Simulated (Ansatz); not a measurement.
# Bi (Bismuth): how the settings move a relaxation

How sensitive is a relaxation of Bi (Bismuth) to its settings? A reference run comes first, then one run with altered input.

The COD entry's cell or inner coordinates are ideal or old and differ from later refinements, so a difference from it is no clean test against experiment.

Computed with Ansatz 0.2.0 (reference: DFT, PBE, PAW with Ansatz's default frozen-core files, scalar-relativistic, unless a step's input says otherwise).

### Step 1. Starting point

It takes space group P-1 (No. 2, triclinic). The conventional cell has a = 4.535 Å, b = 4.535 Å, c = 4.729 Å, α = 61.35°, β = 61.35°, γ = 60.00°. Bi (site symmetry 1) is surrounded by 3 Bi at 2.94 to 3.04 Å.

Cell or atoms stand a little off a more symmetric structure (R-3m at a tolerance of 0.3 Å), so results at this geometry aren't those of that ideal crystal.

As a file:

```cif
data_structure
_symmetry_space_group_name_H-M 'P-1'
_symmetry_Int_Tables_number 2
_cell_length_a 4.5350
_cell_length_b 4.5350
_cell_length_c 4.7290
_cell_angle_alpha 61.348
_cell_angle_beta 61.348
_cell_angle_gamma 60.000
_cell_volume 70.14
loop_
_atom_site_label
_atom_site_type_symbol
_atom_site_symmetry_multiplicity
_atom_site_Wyckoff_symbol
_atom_site_fract_x
_atom_site_fract_y
_atom_site_fract_z
_atom_site_occupancy
Bi1 Bi 2 i 0.28135 0.26682 0.68067 1
```

### Step 2. Reference

The input, input.yaml:

```yaml
crystal:
  lattice:
    - [2.2675, 1.3091417354, 3.938]
    - [-2.2675, 1.3091417354, 3.938]
    - [0.0, -2.6182834708, 3.938]
  atoms:
    - { symbol: Bi, position: [0.22653121, 0.22748694, 0.24033585] }
    - { symbol: Bi, position: [0.7688458, 0.79017939, 0.77398238] }
kpoints:
  mp_grid: { grid: [6, 6, 6] }
scf:
  occupations: { method: fermi_dirac, width: 0.05 }
hamiltonian:
  xc: pbe
  pseudopotentials: { kind: paw }
output:
  forces: true
  stress: true
  efg: { contact_densities: true }
  write_density: true
  write_potential: true
  elf: true
  volumetric_format: npy
relax:
  f_tol: 0.01
  max_steps: 80
  cell: {}
```

Run with:

```bash
ansatz run input.yaml --threads 1 --pin off --max-ram 2048MiB --backend cpu --events-out ev --progress --plain --runs-dir out
```

### Step 3. Changing settings: mp_grid.grid [9, 9, 9]

input.yaml: that of step 2 with these lines changed.

```diff
@@ -9,3 +9,3 @@
 kpoints:
-  mp_grid: { grid: [6, 6, 6] }
+  mp_grid: { grid: [9, 9, 9] }
 scf:
@@ -19,6 +19,2 @@
   efg: { contact_densities: true }
-  write_density: true
-  write_potential: true
-  elf: true
-  volumetric_format: npy
 relax:
```

What does the calculation give? Wanted: for each run, ending; energy change; pressure; gap; force.

As calculated:

```
                      run     ending  energy change  pressure (GPa)  gap (eV)  force (eV/Å)  cycles     time
                reference  converged              0             0.0      0.00          0.00      45     71 s
1: mp_grid.grid [9, 9, 9]  converged  +8.7 meV/atom             0.0      0.03          0.00      50  3.3 min
```

Times don't compare one to one where runs were asked for different outputs or read a saved state (see the inputs); cycles may leave out searches for a lower state.

**Reading.** Changing the k-point mesh moves the energy by +8.7 meV/atom, and the mesh shows a spacing of 0.03 eV at the Fermi level, which on a coarse mesh need not be a gap and the final volume goes from 74.10 to 73.73 Å³. The energy is not variational in the mesh, so the sign tells nothing. A gap read on a mesh depends on which points the mesh holds, and a coarse mesh shifts the density too.
